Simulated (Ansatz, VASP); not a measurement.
# Two plane-wave programs on LiH

```xyz
2
Lattice="0.0000 1.9414 1.9414 1.9414 0.0000 1.9414 1.9414 1.9414 0.0000" Properties=species:S:1:pos:R:3 pbc="T T T"
Li    0.0000    0.0000    0.0000
H     1.9414    1.9414    1.9414
```

Alike in both runs: task single point; functional PBE; k mesh 10 × 10 × 10; occupations gaussian, width 0.02 eV; no spin polarisation.

|  | VASP | Ansatz |
| --- | --- | --- |
| version | VASP 6.6.1 | Ansatz 0.2.0 |
| potentials or method | VASP PAW PBE potentials, release 64 (Li_sv, H) | scalar-relativistic, plane waves, PAW |
| plane-wave cutoff (eV) | 520 | 420 |
| valence electrons in the cell | 4 | 4 |

```tsv
	VASP	Ansatz	Ansatz less VASP
gap on the k mesh at the Fermi level (eV)	2.90	2.91	+0.006
least direct gap on the mesh (eV)	2.90	2.91	+0.006
```

 A k mesh can miss the band edges. As with any semilocal functional, this PBE gap is likely too small.
